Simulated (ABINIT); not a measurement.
Crystal: Al.

```
CELL_PARAMETERS angstrom
0.00000 2.02481 2.02481
2.02481 0.00000 2.02481
2.02481 2.02481 0.00000
ATOMIC_POSITIONS crystal
Al 0.00000 0.00000 0.00000
```

Base run:

```yaml
Program: ABINIT 10.8.3 (patched build)
Functional: HLE16
Potentials_or_basis: JTH PAW PBE v2.0
Cutoff: 544 eV
k_mesh: 11 × 11 × 11
Occupations: fermi-dirac, width 0.05 eV
Spin: no spin polarisation
```

Its results: band gap on the k mesh none (metal or under the smearing width); pressure -26.3 GPa.

Question: The run is repeated on the same cell with these changes: functional from HLE16 to BLYP. What comes out?

Answer: Band gap on the k mesh none (metal or under the smearing width); pressure 3.3 GPa.

Caveats: the potentials were made for a functional far from this one (some runs); so large a pressure means that the cell lies far from this level's equilibrium, or that cutoff or potentials fall short (some runs); the potentials were made for another functional, which shifts forces and pressure (some runs); the PAW data sets were made with another functional, which shifts forces and pressure a little (some runs).
